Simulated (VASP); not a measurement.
Input of a VASP 6.6.1 run:

The input INCAR:

```
ALGO = Normal
EDIFF = 1E-7
EDIFFG = -0.005
ENCUT = 520
GGA = PE
IBRION = 2
ISIF = 3
ISMEAR = 0
LASPH = True
LCHARG = False
LREAL = False
LWAVE = False
NELM = 120
NSW = 60
POTIM = 0.3
PREC = Accurate
SIGMA = 0.1
```

The input KPOINTS:

```
k-points
0
Gamma
  8 8 8
```

POSCAR

```
Se                                      
1.0
    5.5180897843      3.1858685963      1.8719762727
   -5.5180880291      3.1858716365      1.8719762727
   -0.0000017553     -6.3717402327      1.8719762727
  Se            
     6
Direct
     0.2663573143054472    0.1386428292606854    0.8854981045865898
     0.8854981045866112    0.2663573143054456    0.1386428292606662
     0.1386428292606643    0.8854981045865917    0.2663573143054665
     0.7336426856945529    0.8613571707393147    0.1145018954134100
     0.1145018954133888    0.7336426856945546    0.8613571707393338
     0.8613571707393355    0.1145018954134081    0.7336426856945334
```

Potentials or basis: VASP PAW PBE potentials, release 64 (Se).

The run is started by

```sh
$ cat potpaw_PBE.64/Se/POTCAR > POTCAR
$ mpirun -np 1 vasp_std > vasp.out
```

(1) What does it give for the band gap on the k mesh?

Answers

(1) 1.55 eV, indirect (least direct gap 1.63 eV).

Caveat: the relaxation stopped at its first step, so nothing moved.
